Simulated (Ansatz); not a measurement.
Task: a ranking of structure types by relaxed energy of TaN on several prototypes, with Ansatz's Python interface. Give the script and its output. Settings (first run): PBE, PAW, cutoff 520 eV, 8×8×8 k-points, Fermi-Dirac smearing of 0.1 eV.

The script, `tan.py`:
```python
'''TaN on common prototypes, each relaxed.'''

import logging
import sys
import warnings

import ansatz as az
import numpy as np
import spglib
from tabulate import tabulate

logging.basicConfig(stream=sys.stdout, format='%(levelname)s:%(name)s:%(message)s')
logger = logging.getLogger('run')
logger.setLevel(logging.INFO)

config = {
    'functional': 'pbe',
    'tolerance': 1e-08,
    'cutoff_ev': 520,
    'k_spacing': 0.33,
    'filling': 'fermi_dirac',
    'width_ev': 0.1,
}


def rocksalt(a_site, b_site, a):
    return (
        az.Lattice.fcc(a)
        .space_group(225)
        .atom(a_site, [0, 0, 0])
        .atom(b_site, [0.5, 0.5, 0.5])
        .primitive()
    )


def cscl(first, second, a):
    return (
        az.Lattice.cubic(a)
        .space_group(221)
        .atom(first, [0, 0, 0])
        .atom(second, [0.5, 0.5, 0.5])
    )


def cuau(a_site, b_site, a):
    return (
        az.Lattice.from_parameters(a, a, 1.35 * a, alpha=90, beta=90, gamma=90)
        .space_group(123)
        .atom(a_site, [0, 0, 0])
        .atom(b_site, [0.5, 0.5, 0.5])
    )


def run_phase(name, crystal):
    calc = crystal.calculation()
    calc = calc.functional(config['functional'])
    calc = calc.scf(tolerance=config['tolerance']).basis(config['cutoff_ev'])
    calc = calc.kpoints(spacing=config['k_spacing'])
    calc = calc.occupations(config['filling'], width=config['width_ev'])
    calc = calc.stress().band_table()
    calc = calc.relax(force_tolerance=0.03, max_steps=60, cell=True)
    return calc.run()


def pressure_gpa(outcome):
    return float(np.trace(outcome.report['stress_gpa']) / 3)


def space_group(outcome):
    sites = outcome.report['lattice']['sites']
    kinds = sorted({site['symbol'] for site in sites})
    cell = (outcome.lattice.cell_ang, [site['position_frac'] for site in sites], [kinds.index(site['symbol']) for site in sites])
    return spglib.get_spacegroup(cell, symprec=0.01)

# starting lattice constants are rough guesses; the relaxation finds the rest
warnings.simplefilter('ignore')

phases = {}
phases['rocksalt'] = rocksalt('Ta', 'N', 4.36)
phases['CsCl'] = cscl('Ta', 'N', 2.68)
phases['CuAu'] = cuau('Ta', 'N', 2.48)

done = {}
for name, crystal in phases.items():
    try:
        done[name] = run_phase(name, crystal)
    except az.NonConvergedError as error:
        print(name, 'did not converge:', str(error)[:120])

energy = {name: o.report['energy_sigma0_ev'] / len(o.lattice.sites) for name, o in done.items()}
lowest = min(energy.values())
rows = [(name, len(o.lattice.sites), 1000 * (energy[name] - lowest), pressure_gpa(o), space_group(o)) for name, o in done.items()]
rows.sort(key=lambda row: row[2])
print(tabulate(rows, headers=['phase', 'atoms', 'dE (meV/atom)', 'P (GPa)', 'space group'], floatfmt='.4f', tablefmt='psql'))
```

```console
$ python tan.py
+----------+---------+-----------------+-----------+---------------+
| phase    |   atoms |   dE (meV/atom) |   P (GPa) | space group   |
|----------+---------+-----------------+-----------+---------------|
| rocksalt |       2 |          0.0000 |   -0.0030 | Fm-3m (225)   |
| CuAu     |       2 |        490.6338 |    0.0005 | P4/mmm (123)  |
| CsCl     |       2 |        527.5200 |    0.0480 | Pm-3m (221)   |
+----------+---------+-----------------+-----------+---------------+
```

Notes:
- Spin is left out of this run.
- For the metals among these phases the mesh is modest: differences between phases can be off by up to 40 meV an atom.
- The program warned that this SCF threshold is loose for forces or stresses.
- Pressure is positive in compression.
- Spin-orbit coupling, which matters for elements this heavy, is left out.
- The cells are built on prototypes, so most aren't the phase found in nature. Rows bear the name of their start, and a relaxation keeps or raises the symmetry. Differences under about 40 meV an atom lie within the error of mesh and functional.
- The script silences warnings, which a real study should read.
- Finished in 42 s on 1 thread of Arm Neoverse N1 (shared host), peak memory 0.4 GiB.
